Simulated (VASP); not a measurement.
**AlN: single point with PBE**

The system is AlN.

```
Al N
1.0
     0.00000    2.03525    2.03525
     2.03525    0.00000    2.03525
     2.03525    2.03525    0.00000
Al N
1 1
Direct
  0.00000 0.00000 0.00000
  0.50000 0.50000 0.50000
```

The cell was built by a generator and needn't be a form met in nature.

```
Program                : VASP 6.6.1
Task                   : single point
Functional             : PBE
Potentials or basis    : VASP PAW PBE potentials, release 64 (Al, N)
Cutoff                 : 520 eV
k mesh                 : 10 × 10 × 10
Occupations            : gaussian, width 0.02 eV
Spin                   : no spin polarisation
Dipole correction      : no
Further INCAR settings : ALGO = Normal; EDIFF = 1e-06; NBANDS = 11
```

* Pressure: -0.3 GPa
* Band gap on the k mesh: 4.41 eV, indirect (least direct gap 5.39 eV)

Levels at points of the mesh, in eV from the valence-band top:
```csv
k point,band 2,band 3,band 4,band 5,band 6,band 7
"(0.00, 0.00, 0.00)",0.00,0.00,0.00,5.39,12.10,12.10
"(0.50, 0.00, 0.00)",-8.18,-1.04,-1.04,6.01,10.84,10.84
"(0.50, 0.50, 0.00)",-7.25,-2.75,-2.75,4.41,5.34,13.80
```

Run time: 8.1 s on 1 thread of AMD EPYC 7R13 Processor (Zen 3) (shared host), peak memory 0.1 GiB.

A k mesh can miss the band edges.
